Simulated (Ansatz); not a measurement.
Cubic perovskite LaAlO₃ (cubic high-temperature phase) was calculated with r²SCAN-D4 (Ansatz, a quantum-chemistry and plane-wave program, plane waves, PAW).

Run with plane-wave cutoff 560 eV, 10×10×10 k mesh, Fermi–Dirac smearing 0.01 eV, scalar-relativistic PAW data made under PBE.

Equation-of-state points:

```json
[
 {"V (Å³/atom)": "10.136", "E − E_lowest (meV/atom)": "29.08"},
 {"V (Å³/atom)": "10.352", "E − E_lowest (meV/atom)": "12.47"},
 {"V (Å³/atom)": "10.567", "E − E_lowest (meV/atom)": "3.02"},
 {"V (Å³/atom)": "10.783", "E − E_lowest (meV/atom)": "0.00"},
 {"V (Å³/atom)": "10.999", "E − E_lowest (meV/atom)": "2.78"},
 {"V (Å³/atom)": "11.214", "E − E_lowest (meV/atom)": "10.79"},
 {"V (Å³/atom)": "11.430", "E − E_lowest (meV/atom)": "23.53"}
]
```

Fit the third-order Birch–Murnaghan equation and give B0 and B′.

V0 = 10.784 Å³/atom, B0 = 215 GPa, B′ = 4.2 (fit to the energies at full precision).

Measured, for comparison: bulk modulus 215 ± 4 GPa (room temperature, not corrected to a static lattice, cubic phase above 14 GPa, extrapolated to zero pressure; as tabulated in Guennou et al. (2011), arXiv:1105.1276). Computed (rounded) less measured: bulk modulus 0.0 % (inside the measured uncertainty).

Note: the relaxation could not lower the start's symmetry, so the cell can be a saddle point above a distorted one.

Spin–orbit coupling is not included.
